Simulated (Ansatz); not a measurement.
Input and command of a calculation in Ansatz (plane waves; scalar-relativistic PAW potentials unless the input names others):

```yaml
crystal:
  lattice:
    - [2.8006423361, 0.0, 0.0]
    - [-1.400321168, 2.150850722, 0.0]
    - [0.0, 0.0, 2.4969085588]
  atoms:
    - { symbol: Si, position: [0.0, 0.0, 0.0] }
basis:
  ecutwfc: "600 eV"
kpoints:
  mp_grid: { grid: [24, 24, 24] }
hamiltonian:
  xc: pbe
scf:
  occupations: { method: gaussian, width: 0.15 }
output:
  forces: true
  eigenvalues: true
  stress: true
```

```bash
ansatz run input.yaml --threads 1 --pin off --max-ram 2560MiB --backend cpu --events-out ev --progress --plain --runs-dir out
```

Abridged log:
```
Pseudopotentials: kind: paw
Pseudopotential: Si, paw, valence charge 4, recommended cutoff 420 eV (normal)
Functional definition: PBE
Crystal: 1 atom, lattice volume = 15.041 Å³
Basis set: ecut = 600 eV, 509 PW (Γ), exchange–correlation on 48×48×40 points (8 copies of the dense FFT grid, shifted against one another)
Bands: 6, of which v1, the nominal top of the filled ones, is band 2 counted from 1 (1 counted from 0)
Symmetry: 8 space group operations
Space group: Cmmm (ITA 65), of the structure as read, at distance tolerance 2.5e-5 Å
k-points: 2041 of 13824
Initial density: superposition of atomic densities (neutral atoms: chi_scale 0, normalization atom), corrected by the library's trained network
Initial wavefunctions: pseudopotential atomic-orbital guess
Functional: x = pbe(κ = 0.804, μ = 0.21951497), c = pbe(β = 0.06672455)
SCF iter   1: F=—  HF=-635.489307 eV  |F-HF|=—  |Δ(HF+E_count)|=         —  Δρ=1.35e-3  dr2=2.02e-4  ethr=1.77e-3  ⟨swp⟩=5.0  Hψ=115351  notcnv=0
SCF iter   2: F=—  HF=-635.489330 eV  |F-HF|=—  |Δ(HF+E_count)|=   2.31e-5  Δρ=5.42e-4  dr2=2.13e-5  ethr=5.05e-6  ⟨swp⟩=1.7  Hψ=30141  notcnv=0
SCF iter   3: F=—  HF=-635.489348 eV  |F-HF|=—  |Δ(HF+E_count)|=   1.80e-5  Δρ=1.25e-4  dr2=8.82e-7  ethr=5.32e-7  ⟨swp⟩=1.9  Hψ=14965  notcnv=0
SCF iter   4: F=-635.489349 eV  HF=-635.489349 eV  |F-HF|=1.13e-8  |Δ(HF+E_count)|=   1.25e-6  Δρ=1.28e-5  dr2=1.05e-8  ethr=2.20e-8  ⟨swp⟩=2.0  Hψ=16035  notcnv=0
SCF iter   5: F=-635.489349 eV  HF=-635.489349 eV  |F-HF|=4.21e-12  |Δ(HF+E_count)|=   1.22e-8  Δρ=5.64e-7  dr2=3.06e-11  ethr=2.63e-10  ⟨swp⟩=2.0  Hψ=16102  notcnv=0
SCF iter   6: F=-635.489349 eV  HF=-635.489349 eV  |F-HF|=7.96e-13  |Δ(HF+E_count)|=  5.68e-13  Δρ=9.94e-8  dr2=1.35e-12  ethr=1.00e-12  ⟨swp⟩=1.3  Hψ=35965  notcnv=0
SCF 1 converged in 6 iterations: F = -635.489349 eV  dr2 = 1.35e-12
SCF converged after 6 iterations
Free energy (F): -635.489349 eV
Harris-Foulkes:  -635.489349 eV  (|F-HF|=7.96e-13)
Internal energy: -635.485077 eV  (E = F + TS)
E sigma→0 (E₀):  -635.487213 eV
Entropy (-TS):   -0.004273 eV (-4.273 meV/atom)
Fermi energy:    9.879857 eV
--- Forces (eV/Å), atoms counted from 1 ---
  atom   1  Si     0.00000000     0.00000000     0.00000000
--- Stress (GPa, compression-positive) ---
       -0.085390       0.000000       0.000000
        0.000000       5.562101       0.000000
        0.000000       0.000000      -1.243765
  P = ⅓ Tr σ = 1.4110 GPa (14.110 kbar)
```

Apart from outputs and empty bands, the input differs from a reference run on usual settings in basis.ecutwfc: 420 → "600 eV". The reference, at the same geometry (not necessarily relaxed), gave pressure 1.41 GPa, largest force 0.000 eV/Å, no gap on the mesh. This run converged in 6 SCF iterations (reference: 6) with an energy at zero smearing 0.21 meV/atom below the reference's, pressure 1.41 GPa, largest force 0.000 eV/Å, no gap on the mesh.

It took 9.1 s on 1 thread of Intel(R) Xeon(R) 6975P-C (Granite Rapids) (shared host), peak memory 0.73 GiB.